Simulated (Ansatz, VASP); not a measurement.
# PbO in VASP and in Ansatz

```
Pb O
1.0
     0.00000    2.60740    2.60740
     2.60740    0.00000    2.60740
     2.60740    2.60740    0.00000
Pb O
1 1
Direct
  0.00000 0.00000 0.00000
  0.50000 0.50000 0.50000
```

Alike in both runs: functional r2SCAN; k mesh 12 × 12 × 12; occupations gaussian, width 0.02 eV; no spin polarisation.

Ansatz relaxed the structure, and its values are those at the end. VASP's run is a single point on that final structure, the one shown.

|  | VASP | Ansatz |
| --- | --- | --- |
| version | VASP 6.6.1 | Ansatz 0.2.0 |
| potentials or method | VASP PAW PBE potentials, release 64 (Pb_d, O) | scalar-relativistic, plane waves, PAW |
| plane-wave cutoff (eV) | 520 | 500 |
| valence electrons in the cell | 20 | 20 |

```tsv
	VASP	Ansatz	Ansatz less VASP
gap on the k mesh at the Fermi level (eV)	0.32	0.32	+0.003
least direct gap on the mesh (eV)	0.32	0.32	+0.003
pressure (GPa)	0.1	0.0	-0.14
```

With one functional, cell and mesh, what is left measures potentials, basis and numerics.

Caveats: the PAW data sets were made with another functional, which shifts forces and pressure a little (VASP); spin-orbit coupling is left out, which as a rule narrows the gap of such compounds by several tenths of an eV.
